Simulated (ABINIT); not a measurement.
A run of ABINIT 10.8.3 (patched build) is set up as follows.

The input run.abi:

```
# Pseudopotentials
pp_dirpath "./"
pseudos "Sb.upf"

# Structure
acell 3*1.0
rprim
     4.0708480177     2.3503051989     7.1015907763
    -4.0708480177     2.3503051989     7.1015907763
     0.0000000000    -4.7006103977     7.1015907763
ntypat 1
znucl 51
natom 2
typat 1 1
xcart
     0.0000000000     0.0000000000    16.3303210379
     0.0000000000     0.0000000000     4.9744512911

# Plane-wave basis
ecut 40.0

# k points
kptopt 1
ngkpt 8 8 8
nshiftk 1
shiftk 0.0 0.0 0.0

# Exchange and correlation
ixc 11

# Bands and occupations
nband 19
occopt 3
tsmear 0.05 eV

# SCF cycle
nstep 100
tolvrs 1.0e-10

# Output
iomode 3
prtwf 0
prtden 0
prteig 0
prtebands 0
enunit 2
```

Potentials or basis: PseudoDojo NC SR PBE v0.4.1 standard.

Command:

```bash
$ abinit run.abi > log 2>&1
```

Q: Estimate the band gap on the k mesh.

A: None (metal or under the smearing width).

Q: Predict the largest force.

A: 0.181 eV/Å.

Forces on the atoms (eV/Å):
```
Sb   0.000  0.000 -0.181
Sb   0.000  0.000  0.181
```

The run has no spin-orbit coupling, so splittings on Sb are missing.
